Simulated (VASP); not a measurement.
# Mg₂Ge (strained database structure): a r²SCAN single-point calculation in VASP

INCAR

```
ALGO = Normal
NBANDS = 16
EDIFF = 1E-7
LASPH = .TRUE.
IBRION = -1
LREAL = .FALSE.
ENCUT = 520
PREC = Accurate
LCHARG = .FALSE.
NELM = 120
METAGGA = R2SCAN
LWAVE = .FALSE.
ISMEAR = -1
ISIF = 2
NSW = 0
SIGMA = 0.02
```

KPOINTS

```
KPOINTS created by Atomic Simulation Environment
0
Gamma
8 8 8
0 0 0
```

KPOINTS_OPT

```
special points
7
Reciprocal
0.0000000000 0.0000000000 0.0000000000 1
0.5000000000 0.0000000000 0.5000000000 1
0.6250000000 0.2500000000 0.6250000000 1
0.3750000000 0.3750000000 0.7500000000 1
0.5000000000 0.5000000000 0.5000000000 1
0.5000000000 0.2500000000 0.7500000000 1
0.0000000000 0.5000000000 0.5000000000 1
```

POSCAR

```
Mg Ge
 1.0000000000000000
     0.0000000000000000    3.1191252123000002    3.1191252123000002
     3.1191252123000002    0.0000000000000000    3.1191252123000002
     3.1191252123000002    3.1191252123000002    0.0000000000000000
 Mg  Ge
   2   1
Cartesian
  4.6786878184500003  4.6786878184500003  4.6786878184500003
  1.5595626061500001  1.5595626061500001  1.5595626061500001
  0.0000000000000000  0.0000000000000000  0.0000000000000000
```

VASP ran with the recommended PBE PAW datasets (18 valence electrons in the cell).

Command

```
mpirun -np 1 vasp_std
```

OSZICAR

```
N       E                     dE             d eps       ncg     rms          rms(c)
DAV:   1     0.761190056289E+02    0.76119E+02   -0.89756E+03   984   0.200E+03
DAV:   2    -0.121738697210E+02   -0.88293E+02   -0.83956E+02  1008   0.461E+02
DAV:   3    -0.246349106939E+02   -0.12461E+02   -0.12411E+02  1152   0.959E+01
DAV:   4    -0.249940443657E+02   -0.35913E+00   -0.35910E+00  1128   0.166E+01
DAV:   5    -0.250014717359E+02   -0.74274E-02   -0.74272E-02  1176   0.272E+00    0.362E+00
DAV:   6    -0.232084954740E+02    0.17930E+01   -0.67785E-01  1112   0.566E+00    0.186E+00
DAV:   7    -0.231831415445E+02    0.25354E-01   -0.32237E-01  1128   0.265E+00    0.659E-01
DAV:   8    -0.231910826606E+02   -0.79411E-02   -0.48616E-02  1208   0.352E+00    0.225E-01
DAV:   9    -0.231898025087E+02    0.12802E-02   -0.13639E-03  1192   0.606E-01    0.110E-01
DAV:  10    -0.231893784348E+02    0.42407E-03   -0.16694E-03  1248   0.697E-01    0.243E-02
DAV:  11    -0.231893722101E+02    0.62247E-05   -0.44899E-05  1232   0.927E-02    0.609E-03
DAV:  12    -0.231893732013E+02   -0.99126E-06   -0.26662E-06  1120   0.131E-02    0.162E-03
DAV:  13    -0.231893728983E+02    0.30307E-06   -0.19006E-07  1040   0.647E-03    0.565E-04
DAV:  14    -0.231893729666E+02   -0.68333E-07   -0.21630E-08   600   0.201E-03
   1 F= -.23189373E+02 E0= -.23189373E+02  d E =-.337644E-06
       N       E                     dE             ncg
DAV:   1    -0.195391467688E+03   -0.43003E+04      240
DAV:   2    -0.800088130552E+03   -0.60470E+03      256
DAV:   3    -0.880291910834E+03   -0.80204E+02      264
DAV:   4    -0.882714661860E+03   -0.24228E+01      312
DAV:   5    -0.882765878279E+03   -0.51216E-01      280
DAV:   6    -0.882767909723E+03   -0.20314E-02      320
DAV:   7    -0.882768023284E+03   -0.11356E-03      304
DAV:   8    -0.882768025919E+03   -0.26347E-05      320
DAV:   9    -0.882768026070E+03   -0.15138E-06      256
DAV:  10    -0.882768026077E+03   -0.72498E-08      256
```

From OUTCAR

```
k-points           NKPTS =     29   k-points in BZ     NKDIM =     29   number of bands    NBANDS=     16

   NELECT =      18.0000    total number of electrons

   dimension x,y,z NGX =    36 NGY =   36 NGZ =   36
   dimension x,y,z NGXF=    72 NGYF=   72 NGZF=   72

  energy-cutoff  :      520.00
  volume of cell :       60.69
      direct lattice vectors                 reciprocal lattice vectors
     0.000000000  3.119125212  3.119125212    -0.160301356  0.160301356  0.160301356
     3.119125212  0.000000000  3.119125212     0.160301356 -0.160301356  0.160301356
     3.119125212  3.119125212  0.000000000     0.160301356  0.160301356 -0.160301356

 k-points in reciprocal lattice and weights: KPOINTS created by Atomic Simulation Env
   0.00000000  0.00000000  0.00000000       0.002
   0.12500000  0.00000000  0.00000000       0.016
   0.25000000  0.00000000  0.00000000       0.016
   0.37500000  0.00000000  0.00000000       0.016
   0.50000000  0.00000000  0.00000000       0.008
   0.12500000  0.12500000  0.00000000       0.012
   0.25000000  0.12500000  0.00000000       0.047
   0.37500000  0.12500000  0.00000000       0.047
   ...

 E-fermi :   4.0174

 k-point     1 :       0.0000    0.0000    0.0000
  band No.  band energies     occupation
      1     -20.3349      2.00000
      2     -20.3349      2.00000
      3     -20.3349      2.00000
      4     -20.3115      2.00000
      5     -20.3115      2.00000
      6      -6.6289      2.00000
      7       3.8252      1.99987
      8       3.8252      1.99987
      9       3.8252      1.99987
     10       5.8563      0.00000
     11       7.1459      0.00000
     12       7.1459      0.00000
     13       7.1459      0.00000
     14      10.4453      0.00000
     15      10.4453      0.00000
     16      11.7491      0.00000

 k-point     2 :       0.1250    0.0000    0.0000
  band No.  band energies     occupation
      1     -20.3348      2.00000
      2     -20.3346      2.00000
      3     -20.3346      2.00000
      4     -20.3114      2.00000
      5     -20.3114      2.00000
      6      -6.4827      2.00000
      7       2.5250      2.00000
      8       3.6602      2.00000
      9       3.6603      2.00000
     10       6.2955      0.00000
     11       7.4452      0.00000
     12       7.4452      0.00000
     13       7.8360      0.00000
     14       9.7004      0.00000
     15       9.7004      0.00000
     16      11.4747      0.00000

 k-point     3 :       0.2500    0.0000    0.0000
  band No.  band energies     occupation
      1     -20.3347      2.00000
      2     -20.3340      2.00000
      3     -20.3340      2.00000
      4     -20.3113      2.00000
      5     -20.3113      2.00000
      6      -6.0720      2.00000
      7       0.7142      2.00000
      8       3.3528      2.00000
      9       3.3528      2.00000
     10       6.0275      0.00000
     11       7.5817      0.00000
     12       7.5817      0.00000
     13       9.5105      0.00000
     14       9.7292      0.00000
     15       9.7292      0.00000
     16      10.9165      0.00000

 k-point     4 :       0.3750    0.0000    0.0000
  band No.  band energies     occupation
      1     -20.3346      2.00000
      2     -20.3335      2.00000
      3     -20.3335      2.00000
      4     -20.3112      2.00000
      5     -20.3112      2.00000
      6      -5.5235      2.00000
      7      -0.7417      2.00000
      8       3.1196      2.00000
      9       3.1197      2.00000
     10       5.7508      0.00000
     11       7.1881      0.00000
     12       7.1881      0.00000
     13       9.6648      0.00000
     14      11.1683      0.00000
     15      11.1683      0.00000
     16      12.2643      0.00000

 k-point     5 :       0.5000    0.0000    0.0000
  band No.  band energies     occupation
      1     -20.3345      2.00000
      2     -20.3332      2.00000
      3     -20.3332      2.00000
      4     -20.3111      2.00000
      5     -20.3111      2.00000
      6      -5.2159      2.00000
      7      -1.3591      2.00000
      8       3.0371      2.00000
      9       3.0371      2.00000
     10       5.6514      0.00000
     11       7.0056      0.00000
     12       7.0056      0.00000
     13       9.4948      0.00000
     14      12.9623      0.00000
     15      12.9623      0.00000
     16      13.5593      0.00000

 k-point     6 :       0.1250    0.1250    0.0000
  band No.  band energies     occupation
      1     -20.3351      2.00000
      2     -20.3344      2.00000
      3     -20.3344      2.00000
      4     -20.3116      2.00000
      5     -20.3112      2.00000
      6      -6.4338      2.00000
      7       2.6762      2.00000
      8       3.2810      2.00000
      9       3.2811      2.00000
     10       6.6449      0.00000
     11       6.9843      0.00000
     12       8.0048      0.00000
     13       8.0048      0.00000
     14       8.7902      0.00000
     15      10.6866      0.00000
     16      12.3369      0.00000

 k-point     7 :       0.2500    0.1250    0.0000
  band No.  band energies     occupation
      1     -20.3352      2.00000
      2     -20.3339      2.00000
      3     -20.3338      2.00000
      4     -20.3117      2.00000
      5     -20.3110      2.00000
      6      -6.1096      2.00000
      7       1.2572      2.00000
      8       2.8984      2.00000
      9       2.9815      2.00000
     10       6.4872      0.00000
     11       7.2447      0.00000
     12       7.8072      0.00000
     13       8.5050      0.00000
     14       9.9928      0.00000
     15      10.6727      0.00000
     16      11.8925      0.00000

 k-point     8 :       0.3750    0.1250    0.0000
  band No.  band energies     occupation
      1     -20.3348      2.00000
      2     -20.3335      2.00000
      3     -20.3332      2.00000
      4     -20.3116      2.00000
      5     -20.3109      2.00000
      6      -5.5942      2.00000
      7      -0.2371      2.00000
      8       2.5331      2.00000
      9       2.6992      2.00000
     10       6.1517      0.00000
     11       7.3448      0.00000
     12       8.1211      0.00000
     13       8.4858      0.00000
     14      11.0086      0.00000
     15      11.8446      0.00000
     16      12.4199      0.00000

 k-point     9 :       0.5000    0.1250    0.0000
  band No.  band energies     occupation
      1     -20.3344      2.00000
      2     -20.3333      2.00000
      3     -20.3329      2.00000
      4     -20.3113      2.00000
      5     -20.3109      2.00000
      6      -5.1617      2.00000
      7      -1.1449      2.00000
      8       2.1595      2.00000
      9       2.7336      2.00000
     10       6.0468      0.00000
     11       7.1221      0.00000
     12       7.6559      0.00000
     13      10.0089      0.00000
     14      11.1168      0.00000
     15      12.8510      0.00000
     16      13.5902      0.00000

 k-point    10 :      -0.3750    0.1250    0.0000
  band No.  band energies     occupation
      1     -20.3343      2.00000
      2     -20.3334      2.00000
      3     -20.3332      2.00000
      4     -20.3112      2.00000
      5     -20.3111      2.00000
      6      -5.2690      2.00000
      7      -0.9360      2.00000
      8       1.9982      2.00000
      9       2.9844      2.00000
     10       6.2526      0.00000
     11       7.1646      0.00000
     12       7.4874      0.00000
     13      10.2199      0.00000
     14      10.7514      0.00000
     15      11.9137      0.00000
     16      12.9210      0.00000

 k-point    11 :      -0.2500    0.1250    0.0000
  band No.  band energies     occupation
      1     -20.3346      2.00000
      2     -20.3337      2.00000
      3     -20.3336      2.00000
      4     -20.3114      2.00000
      5     -20.3111      2.00000
      6      -5.7796      2.00000
      7       0.2266      2.00000
      8       2.1237      2.00000
      9       3.3710      2.00000
     10       6.6203      0.00000
     11       7.5476      0.00000
     12       7.6526      0.00000
     13       9.0716      0.00000
     14       9.0821      0.00000
     15      11.7471      0.00000
     16      12.4120      0.00000

 k-point    12 :      -0.1250    0.1250    0.0000
  band No.  band energies     occupation
      1     -20.3348      2.00000
      2     -20.3343      2.00000
      3     -20.3341      2.00000
      4     -20.3115      2.00000
      5     -20.3112      2.00000
      6      -6.2472      2.00000
      7       1.6453      2.00000
      8       2.6922      2.00000
      9       3.6979      2.00000
     10       6.7983      0.00000
     11       7.5753      0.00000
     12       7.6051      0.00000
     13       8.3430      0.00000
     14       8.7120      0.00000
     15      10.4847      0.00000
     16      12.3768      0.00000

 ...

  Total        1.3441744      1.3441744      1.3441744      0.0000000      0.0000000     -0.0000000
  in kB       35.4844250     35.4844250     35.4844250      0.0000000      0.0000000     -0.0000000
  external PRESSURE =      35.4844250 kB  Pullay stress =       0.0000000 kB

 POSITION                                       TOTAL-FORCE (eV/Angst)
 -----------------------------------------------------------------------------------
      4.67869      4.67869      4.67869        -0.000000     -0.000000      0.000000
      1.55956      1.55956      1.55956         0.000000      0.000000     -0.000000
      0.00000      0.00000      0.00000        -0.000000     -0.000000     -0.000000
 -----------------------------------------------------------------------------------
    total drift:                               -0.000000      0.000000      0.000000

  FREE ENERGIE OF THE ION-ELECTRON SYSTEM (eV)
  ---------------------------------------------------
  free  energy   TOTEN  =       -23.1893729666 eV

  energy  without entropy=      -23.1893726290  energy(sigma->0) =      -23.18937280
```

- gap between bands v and c: 0.38 eV
- least direct gap: 2.03 eV
- pressure: 3.5 GPa

Band v is the last that the valence electrons fill when counted band by band, and c is the next.

The run took about 1.9 min on one core of a shared host (Intel Xeon Platinum 8488C) and held 0.22 GiB at most.
